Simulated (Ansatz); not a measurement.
The system is Pt.

```
Pt
1.0
     0.00000    1.96090    1.96090
     1.96090    0.00000    1.96090
     1.96090    1.96090    0.00000
Pt
1
Direct
  0.00000 0.00000 0.00000
```

| Property | Result |
| --- | --- |
| Program | Ansatz 0.2.0 |
| Task | relaxation of cell and atoms |
| Functional | RPBE |
| Potentials or basis | Ansatz PAW |
| Cutoff | 420 eV (not typed: the program's choice for these potentials) |
| k mesh | 12 × 12 × 12 |
| Occupations | fermi-dirac, width 0.05 eV |
| Spin | no spin polarisation |

At the start: volume 15.08 Å³/atom.

Problem. Where does the relaxation end?

Solution. It ends after 6 steps and the volume is 15.92 Å³/atom (+5.6 %); space group Fm-3m (No. 225, to 0.05 Å).

Step by step:
```csv
step,energy change (eV),largest force (eV/Å),volume (Å³)
1,0.0000,0.0000,15.08
2,-0.0343,0.0000,16.10
3,-0.0358,0.0000,15.93
4,-0.0361,0.0000,15.93
5,-0.0361,0.0000,15.92
6,-0.0361,0.0000,15.92
```

Final structure:
```
CELL_PARAMETERS angstrom
0.00000 1.99682 1.99682
1.99682 0.00000 1.99682
1.99682 1.99682 0.00000
ATOMIC_POSITIONS crystal
Pt 0.00000 0.00000 0.00000
```

Caveat: the plane-wave basis is chosen anew once the cell has moved, so the energies of steps on either side of that aren't comparable; the PAW data sets come from PBE, with cores solved anew for the run's functional, which leaves a small shift of forces and pressure.
